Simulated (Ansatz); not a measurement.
Relaxed GeO$_{2}$ (rutile):

```
GeO2
1.0
    4.48750     0.00000     0.00000
    0.00000     4.48750     0.00000
    0.00000     0.00000     2.90497
Ge O
2 4
Direct
  0.00000   0.00000   0.00000
  0.50000   0.50000   0.50000
  0.30714   0.30714   0.00000
  0.80714   0.19286   0.50000
  0.19286   0.80714   0.50000
  0.69286   0.69286   0.00000
```

Two-dimensional scan of atom 5 (O, nearest neighbour Ge at 1.899 Å; its periodic images, 2.9 Å or more away, move with it): u runs along (1.000, 0.000, 0.000), v along (0.000, 0.000, 1.000) (Cartesian). Cell and other atoms are fixed.

Calculation: PBE (plane waves to 420 eV, PAW, scalar-relativistic; Ansatz, a program for electronic structure). k mesh 6×6×9 (Γ-centred), Fermi-Dirac smearing 0.05 eV. Points where atoms come too close for the PAW data are left out (x in tables, blank in figures). Fu and Fv are the components of the force on the atom. GeO2 was relaxed with its symmetry unable to fall. 

```json
[
 {"Fv (eV/Å)": "v = -0.470", "u = -0.470": "x", "u = -0.235": "14.27", "u = 0.000": "[?]", "u = 0.235": "3.93", "u = 0.470": "[?]"},
 {"Fv (eV/Å)": "v = -0.235", "u = -0.470": "9.35", "u = -0.235": "6.01", "u = 0.000": "3.47", "u = 0.235": "1.95", "u = 0.470": "1.06"},
 {"Fv (eV/Å)": "v = 0.000", "u = -0.470": "0.00", "u = -0.235": "0.00", "u = 0.000": "0.00", "u = 0.235": "0.00", "u = 0.470": "0.00"},
 {"Fv (eV/Å)": "v = 0.235", "u = -0.470": "-9.35", "u = -0.235": "-6.01", "u = 0.000": "-3.47", "u = 0.235": "-1.95", "u = 0.470": "-1.06"},
 {"Fv (eV/Å)": "v = 0.470", "u = -0.470": "x", "u = -0.235": "-14.27", "u = 0.000": "[?]", "u = 0.235": "-3.93", "u = 0.470": "[?]"}
]
```

### Question
What belongs in the gaps?

### Answer

- v = -0.470, u = 0.000: 7.52
- v = -0.470, u = 0.470: 2.22
- v = 0.470, u = 0.000: -7.52
- v = 0.470, u = 0.470: -2.22

(For displaced atoms, the force is minus the slope of the energy, and its curvature is a force constant, which sets phonon frequencies.)
